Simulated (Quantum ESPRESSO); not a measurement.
Cu in Quantum ESPRESSO: the effect of target pressure

Crystal: Cu.

```xyz
1
Lattice="-1.4428 1.4428 1.3761 1.4428 -1.4428 1.3761 1.4428 1.4428 -1.3761" Properties=species:S:1:pos:R:3 pbc="T T T"
Cu    0.0000    0.0000    0.0000
```

This isn't the form of Cu at room conditions, which is fcc.

Alike in all runs:

```yaml
Program: Quantum ESPRESSO 7.5
Task: relaxation of cell and atoms
Functional: PBEsol
Potentials_or_basis: GBRV 1.5 PBEsol
Cutoff: 871 eV
Density_cutoff: 7007 eV
k_mesh: 13 × 13 × 13
Occupations: fermi-dirac, width 0.05 eV
Spin: no spin polarisation
```

Each run relaxes the cell or the atoms first.

| target pressure | relaxed volume (Å³/atom) |
| --- | --- |
| 0 GPa | 11.39 |
| 2 GPa | ? |
| 5 GPa | 11.07 |
| 10 GPa | 10.79 |
| 20 GPa | 10.30 |
| 30 GPa | 9.95 |

**Question.** What does the run with target pressure 2 GPa give?

**Answer.** Relaxed volume 11.26 Å³/atom.

Worked out: In Murnaghan's law V^(-B') rises as a straight line in P. The other rows fit best with B' = 4.9, V0 = 11.40 Å³/atom and B0 = 154 GPa, which gives 11.26 Å³/atom at 2 GPa, against the run's 11.26.
